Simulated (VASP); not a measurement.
Here is a VASP 6.6.1 calculation.

Contents of INCAR:

```
PREC     = Accurate       # precision mode
ENCUT    = 520            # plane-wave cutoff, eV
EDIFF    = 1E-7           # SCF threshold, eV
ISMEAR   = -1             # smearing method
SIGMA    = 0.05           # smearing width, eV
LREAL    = False          # projectors in reciprocal space
LASPH    = True           # aspherical terms in the spheres
NELM     = 60             # most SCF steps
ALGO     = Normal         # electronic algorithm
ISIF     = 2              # what is computed and relaxed
LWAVE    = False          # write WAVECAR
LCHARG   = True           # write CHGCAR
GGA      = PE             # functional
LELF     = True           # ELF
LVHAR    = True         
NBANDS   = 34             # bands
```

The input KPOINTS:

```
regular mesh
0
Gamma
  6 6 5
```

Contents of POSCAR:

```
SiO2
1.0
    5.0605222284      0.0000000000      0.0000000000
   -2.5302611142      4.3825408062      0.0000000000
    0.0000000000      0.0000000000      5.5413533100
Si O
3 6
Direct
    0.5028780000     -0.0032540000     -0.0027860000
    0.5082360000      0.5028030000      0.6639440000
    0.0032410000      0.5017660000      0.3364180000
    0.2075460000      0.7795540000      0.1745310000
    0.2068240000      0.4150730000      0.5055590000
    0.4173000000      0.2110010000      0.8277000000
    0.8026010000      0.2179900000      0.1582390000
    0.7779570000      0.5910150000      0.4979760000
    0.5876150000      0.7965730000      0.8289420000
```

Potentials or basis: VASP PAW PBE potentials, release 64 (Si, O).

The run is started by

```console
$ cat potpaw_PBE.64/Si/POTCAR potpaw_PBE.64/O/POTCAR > POTCAR
$ mpirun -np 1 vasp_std > vasp.out
```

Question: Predict the pressure.

Answer: 6.0 GPa.

Question: Predict the band gap on the k mesh.

Answer: 5.64 eV, indirect (least direct gap 5.84 eV).

Stress tensor (GPa, compression positive):
```
 4.81  1.64 -2.83
 1.64  6.81 -2.32
-2.83 -2.32  6.38
```

Caveat: an odd mesh through Γ misses points on the zone boundary, where band edges often lie.
